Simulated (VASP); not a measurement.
# PtSe2 (Sudovikovite): formation energy of interstitial B, part 3 of 5

How easily does interstitial B form in PtSe2 (Sudovikovite)? The host is relaxed first, then a supercell is run with and without the defect. The start is a cell from a database of measured crystal structures.

VASP 6.6.1, plane waves and PAW; the level of theory is named at each step.

So far. Step 2 (The host at zero pressure): The run ended after 13 ionic steps, 0.025 eV below its first step, once forces and stress met EDIFFG = -0.02. Step 3 (The supercell without the defect): The host is treated as a metal, as its relaxation found a gap under 0.3 eV or none, and only the neutral defect is run.

The database entry behind the starting cell has ideal inner coordinates that were not refined, so it need not match the best structure at ambient conditions.

## 4. Reference B

This step: PBEsol; plane waves and PAW (B) (VASP 6.6.1).

System of this step: B. The structure is trigonal, space group R-3m (No. 166). The conventional cell has a = 4.898 Å, b = 4.898 Å, c = 12.524 Å, α = 90.00°, β = 90.00°, γ = 120.00°. Nearest to B lie 6 B at 1.67 to 1.80 Å. Nearest to B lie 5 B at 1.77 to 1.80 Å.

The reference for B is its crystal, relaxed at the cutoff of the large cell.

File INCAR:

```
SYSTEM = B
PREC = Normal
ENCUT = 320
EDIFF = 1E-05
NELM = 120
ISMEAR = 0
SIGMA = 0.1
LREAL = Auto
ALGO = Fast
GGA = PS
NBANDS = 30
LORBIT = 11
LWAVE = .FALSE.
LCHARG = .FALSE.
KPAR = 4
LASPH = .TRUE.
IBRION = 2
NSW = 25
ISIF = 3
EDIFFG = -0.02
POTIM = 0.4
```

File POSCAR:

```
B
1.0
    2.4491963929      1.4140441968      4.1747204365
   -2.4491963929      1.4140441968      4.1747204365
    0.0000000000     -2.8280883935      4.1747204365
B
12
Direct
    0.0099700400      0.6542851200      0.0099700400
    0.0099700400      0.0099700400      0.6542851200
    0.6542851200      0.0099700400      0.0099700400
    0.3457148800      0.9900299600      0.9900299600
    0.9900299600      0.3457148800      0.9900299600
    0.9900299600      0.9900299600      0.3457148800
    0.2205655700      0.6316348300      0.2205655700
    0.2205655700      0.2205655700      0.6316348300
    0.6316348300      0.2205655700      0.2205655700
    0.3683651700      0.7794344300      0.7794344300
    0.7794344300      0.3683651700      0.7794344300
    0.7794344300      0.7794344300      0.3683651700
```

File KPOINTS:

```
Automatic mesh
0
Gamma
7 7 7
0 0 0
```

The projector-augmented-wave data sets are B (PBE family, release 64).

Started as:

```bash
$ mpirun -np 4 vasp_std
```

The program printed:

```text
[banner, memory and clock lines left out]
running    4 mpi-ranks, on    1 nodes
 distrk:  each k-point on    1 cores,    4 groups
 distr:  one band on    1 cores,    1 groups

 POSCAR found type information on POSCAR B
 POSCAR found :  1 types and      12 ions
 [... a notice as in an earlier step ...]

 LDA part: xc-table for (Slater+PW92), standard interpolation
 POSCAR, INCAR and KPOINTS ok, starting setup
 FFT: planning ... GRIDC
 FFT: planning ... GRID_SOFT
 FFT: planning ... GRID
 WAVECAR not read
 entering main loop
       N       E                     dE             d eps       ncg     rms          rms(c)
DAV:   1     0.270262691760E+02    0.27026E+02   -0.12291E+04  2640   0.746E+02
DAV:   2    -0.852790010348E+02   -0.11231E+03   -0.10736E+03  3366   0.164E+02
DAV:   3    -0.890083012102E+02   -0.37293E+01   -0.37058E+01  3472   0.280E+01
DAV:   4    -0.890321898774E+02   -0.23889E-01   -0.23873E-01  3460   0.235E+00
DAV:   5    -0.890324416655E+02   -0.25179E-03   -0.25176E-03  3456   0.233E-01    0.115E+01
RMM:   6    -0.852195338031E+02    0.38129E+01   -0.39702E+00  2640   0.689E+00    0.634E+00
RMM:   7    -0.844249796133E+02    0.79455E+00   -0.27124E+00  2640   0.589E+00    0.196E+00
RMM:   8    -0.843834106588E+02    0.41569E-01   -0.24720E-01  2640   0.219E+00    0.418E-01
RMM:   9    -0.843751300645E+02    0.82806E-02   -0.67310E-02  2642   0.931E-01    0.170E-01
RMM:  10    -0.843745731454E+02    0.55692E-03   -0.68511E-03  2641   0.373E-01    0.458E-02
RMM:  11    -0.843746104993E+02   -0.37354E-04   -0.97275E-04  2642   0.125E-01    0.212E-02
RMM:  12    -0.843746292765E+02   -0.18777E-04   -0.11828E-04  2570   0.455E-02    0.791E-03
RMM:  13    -0.843746296086E+02   -0.33213E-06   -0.29176E-05  2068   0.190E-02
   1 F= -.84374630E+02 E0= -.84374630E+02  d E =-.843746E+02
 curvature:   0.00 expect dE= 0.000E+00 dE for cont linesearch  0.000E+00
 trial: gam= 0.00000 g(F)=  0.742E-02 g(S)=  0.324E-01 ort = 0.000E+00 (trialstep = 0.100E+01)
 search vector abs. value=  0.398E-01
 bond charge predicted
       N       E                     dE             d eps       ncg     rms          rms(c)
DAV:   1    -0.843980990855E+02   -0.23470E-01   -0.49377E-01  3168   0.417E+00    0.311E-01
RMM:   2    -0.843957155951E+02    0.23835E-02   -0.11772E-02  2640   0.548E-01    0.176E-01
RMM:   3    -0.843948642382E+02    0.85136E-03   -0.23080E-03  2640   0.214E-01    0.410E-02
RMM:   4    -0.843948390475E+02    0.25191E-04   -0.20819E-04  2640   0.680E-02    0.850E-03
RMM:   5    -0.843948409327E+02   -0.18852E-05   -0.21957E-05  1991   0.210E-02
   2 F= -.84394841E+02 E0= -.84394841E+02  d E =-.202113E-01
[...]
3 F= -.84394843E+02 E0= -.84394843E+02  d E =-.202137E-01
[...]
4 F= -.84396807E+02 E0= -.84396807E+02  d E =-.196336E-02
[...]
5 F= -.84397076E+02 E0= -.84397076E+02  d E =-.223246E-02
[...]
6 F= -.84397329E+02 E0= -.84397329E+02  d E =-.253298E-03
 trial-energy change:   -0.000253  1 .order   -0.000264   -0.000757    0.000228
 step:   0.7309(harm=  0.7309)  dis= 0.00123  next Energy=   -84.397367 (dE=-0.291E-03)
 bond charge predicted
       N       E                     dE             d eps       ncg     rms          rms(c)
DAV:   1    -0.843973695535E+02   -0.39309E-04   -0.13256E-03  3132   0.184E-01    0.148E-02
RMM:   2    -0.843973607985E+02    0.87550E-05   -0.34081E-05  2289   0.310E-02
   7 F= -.84397361E+02 E0= -.84397361E+02  d E =-.285083E-03
 curvature:  -0.42 expect dE=-0.484E-04 dE for cont linesearch -0.164E-05
 trial: gam= 0.20832 g(F)=  0.111E-03 g(S)=  0.390E-05 ort =-0.598E-04 (trialstep = 0.907E+00)
 search vector abs. value=  0.130E-03
 reached required accuracy - stopping structural energy minimisation
```

It took 26 s on 4 MPI ranks of Intel Xeon Platinum 8488C (Sapphire Rapids), shared host; peak memory 0.64 GiB.

From OUTCAR (step 4):

```text
  LATTYP: Found a trigonal (rhomboedric) cell.
 ALAT       =     5.0424572070
 COS(alpha) =     0.5281621509

The static configuration has the point symmetry D_3d.

 Found     44 irreducible k-points:

   k-points           NKPTS =     44   k-points in BZ     NKDIM =     44   number of bands    NBANDS=     30

   dimension x,y,z NGX =    24 NGY =   24 NGZ =   24
   dimension x,y,z NGXF=    48 NGYF=   48 NGZF=   48

   ENCUT  =  320.0 eV  23.52 Ry    4.85 a.u.   7.35  7.35  7.35*2*pi/ulx,y,z

   NELECT =      36.0000    total number of electrons

 E-fermi :   6.5698

 k-point     1 :       0.0000    0.0000    0.0000
  band No.  band energies     occupation
    ...
     14       1.5081      2.00000
     15       4.6081      2.00000
     16       5.2588      2.00000
     17       5.2588      2.00000
     18       5.7789      2.00000
     19       7.4251      0.00000
     20      10.6841      0.00000
     21      10.6841      0.00000
     22      10.8181      0.00000
     23      10.8181      0.00000
    ...

 k-point     2 :       0.1429    0.0000    0.0000
  band No.  band energies     occupation
    ...
     14       2.1008      2.00000
     15       4.4511      2.00000
     16       4.9192      2.00000
     17       4.9641      2.00000
     18       5.4299      2.00000
     19       7.6031      0.00000
     20       9.7228      0.00000
     21      10.1486      0.00000
     22      11.4179      0.00000
     23      11.7610      0.00000
    ...

  Total       -0.0246367     -0.0246367      0.0001156      0.0000000      0.0000000      0.0000000
  in kB       -0.4630457     -0.4630457      0.0021728      0.0000000      0.0000000      0.0000000
  external PRESSURE =      -0.3079729 kB  Pullay stress =       0.0000000 kB

  energy-cutoff  :      320.00
  volume of cell :       85.24
      direct lattice vectors                 reciprocal lattice vectors
     2.432972630  1.404677403  4.157223632     0.205509916  0.118651205  0.080181718
    -2.432972630  1.404677403  4.157223632    -0.205509916  0.118651205  0.080181718
    -0.000000000 -2.809354806  4.157223632     0.000000000 -0.237302410  0.080181718

 POSITION                                       TOTAL-FORCE (eV/Angst)
 -----------------------------------------------------------------------------------
     -1.56431      0.90315      2.80634         0.014572     -0.008413     -0.005883
     -0.00000     -1.80631      2.80634         0.000000      0.016826     -0.005883
      1.56431      0.90315      2.80634        -0.014572     -0.008413     -0.005883
     -1.56431     -0.90315      9.66533         0.014572      0.008413      0.005883
      1.56431     -0.90315      9.66533        -0.014572      0.008413      0.005883
     -0.00000      1.80631      9.66533         0.000000     -0.016826      0.005883
     -0.99079      0.57203      4.46169        -0.009927      0.005731     -0.005665
     -0.00000     -1.14406      4.46169         0.000000     -0.011463     -0.005665
      0.99079      0.57203      4.46169         0.009927      0.005731     -0.005665
     -0.99079     -0.57203      8.00999        -0.009927     -0.005731      0.005665
      0.99079     -0.57203      8.00999         0.009927     -0.005731      0.005665
     -0.00000      1.14406      8.00999         0.000000      0.011463      0.005665
 -----------------------------------------------------------------------------------
    total drift:                                0.000000     -0.000000      0.000000

  FREE ENERGIE OF THE ION-ELECTRON SYSTEM (eV)
  ---------------------------------------------------
  free  energy   TOTEN  =       -84.3973607985 eV

  energy  without entropy=      -84.3973607985  energy(sigma->0) =      -84.39736080

 total charge
# of ion       s       p       d       tot
------------------------------------------
    1        0.711   1.422   0.000   2.134
    2        0.711   1.422   0.000   2.134
    3        0.711   1.422   0.000   2.134
    4        0.711   1.422   0.000   2.134
    5        0.711   1.422   0.000   2.134
    6        0.711   1.422   0.000   2.134
    7        0.661   1.312   0.000   1.973
    8        0.661   1.312   0.000   1.973
    9        0.661   1.312   0.000   1.973
   10        0.661   1.312   0.000   1.973
   11        0.661   1.312   0.000   1.973
   12        0.661   1.312   0.000   1.973
--------------------------------------------------
tot          8.236  16.407   0.000  24.642

[... 2 parts as in an earlier step ...]

[... 7 further parts left out ...]
```

The gap is read on the k-mesh alone, so it is an upper bound where the band edges lie off the mesh.

Relaxation path:

| step | energy less that of the first step (eV) | largest force (eV/Å) | pressure (GPa) | volume (Å³) |
| --- | --- | --- | --- | --- |
| 1 | 0.0000 | 0.1666 | -3.38 | 86.75 |
| 2 | -0.0202 | 0.1201 | 0.51 | 85.23 |
| 3 | -0.0202 | 0.1203 | 0.54 | 85.21 |
| 4 | -0.0222 | 0.0707 | -0.08 | 85.22 |
| 5 | -0.0224 | 0.0444 | 0.07 | 85.22 |
| 6 | -0.0227 | 0.0282 | -0.06 | 85.25 |
| 7 | -0.0227 | 0.0178 | -0.03 | 85.24 |

| conventional cell, symmetrised | before | after | change |
| --- | --- | --- | --- |
| a (Å) | 4.898 | 4.866 | -0.7 % |
| b (Å) | 4.898 | 4.866 | -0.7 % |
| c (Å) | 12.524 | 12.472 | -0.4 % |
| volume (Å³/atom) | 7.23 | 7.10 | -1.7 % |

The atoms that moved most (Å, as changes of fractional coordinates times the final cell):

| atom | dx | dy | dz | length |
| --- | --- | --- | --- | --- |
| B8 | 0.000 | 0.011 | 0.002 | 0.011 |
| B12 | 0.000 | -0.011 | -0.002 | 0.011 |
| B9 | -0.009 | -0.005 | 0.002 | 0.011 |
| B7 | 0.009 | -0.005 | 0.002 | 0.011 |
| B11 | -0.009 | 0.005 | -0.002 | 0.011 |
| B10 | 0.009 | 0.005 | -0.002 | 0.011 |
| B4 | 0.003 | 0.002 | -0.003 | 0.005 |
| B5 | -0.003 | 0.002 | -0.003 | 0.005 |

The relaxed structure:

```cif
data_structure
_symmetry_space_group_name_H-M 'P 1'
_symmetry_Int_Tables_number 1
_cell_length_a 5.0175
_cell_length_b 5.0175
_cell_length_c 5.0175
_cell_angle_alpha 58.012
_cell_angle_beta 58.012
_cell_angle_gamma 58.012
_cell_volume 85.24
loop_
_atom_site_label
_atom_site_type_symbol
_atom_site_fract_x
_atom_site_fract_y
_atom_site_fract_z
_atom_site_occupancy
B1 B 0.01070 0.65366 0.01070 1
B2 B 0.01070 0.01070 0.65366 1
B3 B 0.65366 0.01070 0.01070 1
B4 B 0.34634 0.98930 0.98930 1
B5 B 0.98930 0.34634 0.98930 1
B6 B 0.98930 0.98930 0.34634 1
B7 B 0.22200 0.62923 0.22200 1
B8 B 0.22200 0.22200 0.62923 1
B9 B 0.62923 0.22200 0.22200 1
B10 B 0.37077 0.77800 0.77800 1
B11 B 0.77800 0.37077 0.77800 1
B12 B 0.77800 0.77800 0.37077 1
```

Numbers from this step:

```yaml
electronic_cycles: 33
electrons: 36
free_energy_toten: -84.3974 eV
fermi_energy: 6.570 eV
labelled_metallic_from_the_levels_on_this_mesh: no
gap_on_the_k_mesh: 1.296 eV
least_direct_gap_on_the_k_mesh: 1.617 eV
```

The run ended after 7 ionic steps, 0.023 eV below its first step, once forces and stress met EDIFFG = -0.02.

Energy at zero smearing: -84.39736 eV.

## 5. Reference Pt

This step: PBEsol; plane waves and PAW (Pt) (VASP 6.6.1).

System of this step: Pt. Symmetry: Fm-3m, No. 225, cubic system. The conventional cell has a = 3.920 Å, b = 3.920 Å, c = 3.920 Å, α = 90.00°, β = 90.00°, γ = 90.00°. Pt has 12 Pt at 2.77 Å nearest.

Pt is not exchanged here; its energy serves the host's formation enthalpy.

File INCAR:

```
SYSTEM = Pt
PREC = Normal
ENCUT = 320
EDIFF = 1E-05
NELM = 120
ISMEAR = 1
SIGMA = 0.1
LREAL = Auto
ALGO = Fast
GGA = PS
NBANDS = 11
LASPH = .TRUE.
LORBIT = 11
LWAVE = .FALSE.
LCHARG = .FALSE.
KPAR = 4
IBRION = 2
NSW = 25
ISIF = 3
EDIFFG = -0.02
POTIM = 0.4
```

File POSCAR:

```
Pt
1.0
    0.0000000000      1.9600000000      1.9600000000
    1.9600000000      0.0000000000      1.9600000000
    1.9600000000      1.9600000000      0.0000000000
Pt
1
Direct
    0.0000000000      0.0000000000      0.0000000000
```

File KPOINTS:

```
Automatic mesh
0
Gamma
12 12 12
0 0 0
```

The projector-augmented-wave data sets are Pt (PBE family, release 64).

Started as:

```bash
$ mpirun -np 4 vasp_std
```

The program printed:

```text
[banner, memory and clock lines left out]
running    4 mpi-ranks, on    1 nodes
 distrk:  each k-point on    1 cores,    4 groups
 distr:  one band on    1 cores,    1 groups

 POSCAR found type information on POSCAR Pt
 POSCAR found :  1 types and       1 ions
|                                                                             |
|               ----> ADVICE to this user running VASP <----                  |
|                                                                             |
|     You have a (more or less) 'small supercell' and for smaller cells       |
|     it is recommended to use the reciprocal-space projection scheme!        |
|     The real-space optimization is not efficient for small cells and it     |
|     is also less accurate ...                                               |
|     Therefore, set LREAL=.FALSE. in the INCAR file.                         |
|                                                                             |

 [... a notice as in an earlier step ...]

 LDA part: xc-table for (Slater+PW92), standard interpolation
 POSCAR, INCAR and KPOINTS ok, starting setup
 FFT: planning ... GRIDC
 FFT: planning ... GRID_SOFT
 FFT: planning ... GRID
 WAVECAR not read
 entering main loop
       N       E                     dE             d eps       ncg     rms          rms(c)
DAV:   1     0.199770767609E+02    0.19977E+02   -0.40437E+03  1880   0.547E+02
DAV:   2    -0.715515532959E+01   -0.27132E+02   -0.26032E+02  1820   0.129E+02
DAV:   3    -0.741276280888E+01   -0.25761E+00   -0.25552E+00  1850   0.117E+01
DAV:   4    -0.741373072761E+01   -0.96792E-03   -0.96785E-03  1821   0.841E-01
DAV:   5    -0.741373836880E+01   -0.76412E-05   -0.76417E-05  1853   0.690E-02    0.134E+01
RMM:   6    -0.701530325332E+01    0.39844E+00   -0.39633E-01  1584   0.529E+00    0.685E+00
RMM:   7    -0.697182002280E+01    0.43483E-01   -0.77139E-02  1584   0.249E+00    0.256E+00
RMM:   8    -0.696854511228E+01    0.32749E-02   -0.13698E-02  1584   0.965E-01    0.885E-01
RMM:   9    -0.696742309760E+01    0.11220E-02   -0.19600E-03  1584   0.367E-01    0.449E-02
RMM:  10    -0.696744275564E+01   -0.19658E-04   -0.18711E-04  1550   0.952E-02    0.381E-02
RMM:  11    -0.696744111012E+01    0.16455E-05   -0.13241E-05  1235   0.274E-02
   1 F= -.69674411E+01 E0= -.69666753E+01  d E =-.696744E+01
 curvature:   0.00 expect dE= 0.000E+00 dE for cont linesearch  0.000E+00
 trial: gam= 0.00000 g(F)=  0.281E-63 g(S)=  0.280E-02 ort = 0.000E+00 (trialstep = 0.100E+01)
 search vector abs. value=  0.280E-02
 bond charge predicted
       N       E                     dE             d eps       ncg     rms          rms(c)
DAV:   1    -0.699556211825E+01   -0.28119E-01   -0.57753E-01  1662   0.699E+00    0.124E+00
RMM:   2    -0.696773258041E+01    0.27830E-01   -0.28904E-02  1584   0.139E+00    0.446E-01
RMM:   3    -0.696631431120E+01    0.14183E-02   -0.30136E-03  1584   0.484E-01    0.244E-01
RMM:   4    -0.696648144409E+01   -0.16713E-03   -0.59342E-04  1584   0.195E-01    0.485E-02
RMM:   5    -0.696645762486E+01    0.23819E-04   -0.92123E-05  1576   0.769E-02    0.759E-03
RMM:   6    -0.696645941934E+01   -0.17945E-05   -0.12664E-05  1218   0.247E-02
   2 F= -.69664594E+01 E0= -.69656453E+01  d E =0.981691E-03
 trial-energy change:    0.000982  1 .order    0.001138   -0.002797    0.005073
 step:   0.3836(harm=  0.3554)  dis= 0.00000  next Energy=    -6.967986 (dE=-0.545E-03)
 bond charge predicted
       N       E                     dE             d eps       ncg     rms          rms(c)
DAV:   1    -0.697878935308E+01   -0.12332E-01   -0.21650E-01  1671   0.432E+00    0.728E-01
RMM:   2    -0.696860974815E+01    0.10180E-01   -0.10817E-02  1584   0.847E-01    0.299E-01
RMM:   3    -0.696799526868E+01    0.61448E-03   -0.11940E-03  1584   0.305E-01    0.156E-01
RMM:   4    -0.696802105892E+01   -0.25790E-04   -0.13277E-04  1580   0.930E-02    0.997E-03
RMM:   5    -0.696802223114E+01   -0.11722E-05   -0.18110E-05  1232   0.309E-02
   3 F= -.69680222E+01 E0= -.69672386E+01  d E =-.581121E-03
 curvature:  -0.18 expect dE=-0.610E-07 dE for cont linesearch -0.610E-07
 trial: gam=-0.01096 g(F)=  0.679E-63 g(S)=  0.344E-06 ort = 0.310E-04 (trialstep = 0.877E+00)
 search vector abs. value=  0.142E-09
 reached required accuracy - stopping structural energy minimisation
```

Run time: 3.4 s. Hardware: 4 MPI ranks; peak memory 0.4 GiB; 11 s of CPU time.

From OUTCAR (step 5):

```text
   k-points           NKPTS =     72   k-points in BZ     NKDIM =     72   number of bands    NBANDS=     11

   ENCUT  =  320.0 eV  23.52 Ry    4.85 a.u.   4.04  4.04  4.04*2*pi/ulx,y,z

   NELECT =      10.0000    total number of electrons

 E-fermi :  11.2876

 k-point     1 :       0.0000    0.0000    0.0000
  band No.  band energies     occupation
    ...
      2       7.4149      2.00000
      3       7.4149      2.00000
      4       7.4149      2.00000
      5       9.6252      2.00000
      6       9.6252      2.00000
      7      25.8572      0.00000
      8      30.8617      0.00000
      9      30.8617      0.00000
     10      30.8617      0.00000
     11      36.1895      0.00000

  Total       -0.0017231     -0.0017231     -0.0017231      0.0000000      0.0000000     -0.0000000
  in kB       -0.1846009     -0.1846009     -0.1846009      0.0000000      0.0000000     -0.0000000
  external PRESSURE =      -0.1846009 kB  Pullay stress =       0.0000000 kB

 POSITION                                       TOTAL-FORCE (eV/Angst)
 -----------------------------------------------------------------------------------
      0.00000      0.00000      0.00000         0.000000      0.000000      0.000000
 -----------------------------------------------------------------------------------
    total drift:                                0.000000      0.000000     -0.000000

  FREE ENERGIE OF THE ION-ELECTRON SYSTEM (eV)
  ---------------------------------------------------
  free  energy   TOTEN  =        -6.9680222311 eV

  energy  without entropy=       -6.9656714273  energy(sigma->0) =       -6.96723863

[... 1 part as in an earlier step ...]

[... 15 further parts left out ...]
```

CONTCAR:

```
Pt
   1.00000000000000
     0.0000000000000000    1.9554901611435882    1.9554901611435882
     1.9554901611435882    0.0000000000000000    1.9554901611435882
     1.9554901611435882    1.9554901611435882    0.0000000000000000
  Pt
     1
Direct
     0.0000000000000000    0.0000000000000000    0.0000000000000000
```

The run keeps the 48 symmetry operations of its start, so it cannot find a distortion of lower symmetry.

Relaxation path:

| step | energy less that of the first step (eV) | largest force (eV/Å) | pressure (GPa) | volume (Å³) |
| --- | --- | --- | --- | --- |
| 1 | 0.0000 | 0.0000 | -1.65 | 15.06 |
| 2 | 0.0010 | 0.0000 | 3.05 | 14.79 |
| 3 | -0.0006 | 0.0000 | -0.02 | 14.96 |

| conventional cell, symmetrised | before | after | change |
| --- | --- | --- | --- |
| a (Å) | 3.920 | 3.911 | -0.2 % |
| b (Å) | 3.920 | 3.911 | -0.2 % |
| c (Å) | 3.920 | 3.911 | -0.2 % |
| volume (Å³/atom) | 15.06 | 14.96 | -0.7 % |

The relaxed structure:

```cif
data_structure
_symmetry_space_group_name_H-M 'P 1'
_symmetry_Int_Tables_number 1
_cell_length_a 2.7655
_cell_length_b 2.7655
_cell_length_c 2.7655
_cell_angle_alpha 60.000
_cell_angle_beta 60.000
_cell_angle_gamma 60.000
_cell_volume 14.96
loop_
_atom_site_label
_atom_site_type_symbol
_atom_site_fract_x
_atom_site_fract_y
_atom_site_fract_z
_atom_site_occupancy
Pt1 Pt 0.00000 0.00000 0.00000 1
```

Numbers from this step:

| Property | Result |
| --- | --- |
| electronic cycles | 22 |
| electrons | 10 |
| free energy (TOTEN) | -6.968 eV |
| energy at zero smearing | -6.967 eV |
| Fermi energy | 11.29 eV |
| labelled metallic, from the levels on this mesh | yes |

The run ended after 3 ionic steps, 0.001 eV below its first step, once forces and stress met EDIFFG = -0.02.

Energy at zero smearing: -6.96724 eV.

[end of part 3 of 5]

[Lines on the potential files, build, host, timing and source positions are cut from VASP's logs without a mark.]

[Logs are printed without paths, hosts, clocks, repeated set-up lines and the standing remarks that a program may print on its own settings, such as how far it seeks lower states.]

[Hosts, paths, dates, database ids (printed as entryN), source tags and the programs' standing remarks are cut or masked in the printed files.]

[In band tables of VASP the shares of atoms and orbitals are scaled to a sum of 1 inside the atoms' spheres.]

[Runs that stopped without an error message from VASP are left out.]
